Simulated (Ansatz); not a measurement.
The system is SiC (Moissanite).

```xyz
4
Lattice="3.0760 0.0000 0.0000 -1.5380 2.6639 0.0000 0.0000 0.0000 5.0480" Properties=species:S:1:pos:R:3 pbc="T T T"
Si    1.5380    0.8880    2.5240
Si    0.0000    1.7759    0.0000
C     1.5380    0.8880    4.4675
C     0.0000    1.7759    1.9435
```

* Program: Ansatz 0.2.0
* Task: relaxation of cell and atoms
* Functional: BLYP
* Potentials or basis: Ansatz PAW
* Cutoff: 420 eV (not typed: the program's choice for these potentials)
* k mesh: 10 × 10 × 5
* Occupations: fermi-dirac, width 0.05 eV
* Spin: no spin polarisation

At the start: volume 10.34 Å³/atom.

Question: How do energy, volume and symmetry change on relaxing?

Answer: It ends after 8 steps and the volume is 10.73 Å³/atom (+3.8 %); space group P6_3mc (No. 186, to 0.05 Å).

The path:
| step | energy change (eV) | largest force (eV/Å) | volume (Å³) |
| --- | --- | --- | --- |
| 1 | 0.0000 | 0.7604 | 41.36 |
| 2 | -0.0477 | 0.3868 | 42.18 |
| 3 | -0.0695 | 0.0721 | 43.05 |
| 4 | -0.0704 | 0.0098 | 42.95 |
| 5 | -0.0706 | 0.0009 | 42.91 |
| 6 | -0.0746 | 0.0009 | 42.91 |
| 7 | -0.0746 | 0.0002 | 42.94 |
| 8 | -0.0747 | 0.0002 | 42.94 |

Final structure:
```
Si C
1.0
     3.11374    0.00000    0.00000
    -1.55687    2.69658    0.00000
     0.00000    0.00000    5.11390
Si C
2 2
Direct
  0.66667 0.33333 0.50461
  0.33333 0.66667 0.00461
  0.66667 0.33333 0.88039
  0.33333 0.66667 0.38039
```

Caveat: the plane-wave basis is chosen anew once the cell has moved, so the energies of steps on either side of that aren't comparable; the pressure holds a Pulay correction of +0.4 GPa for the finite cutoff; the PAW data sets come from PBE, with cores solved anew for the run's functional, which leaves a small shift of forces and pressure.
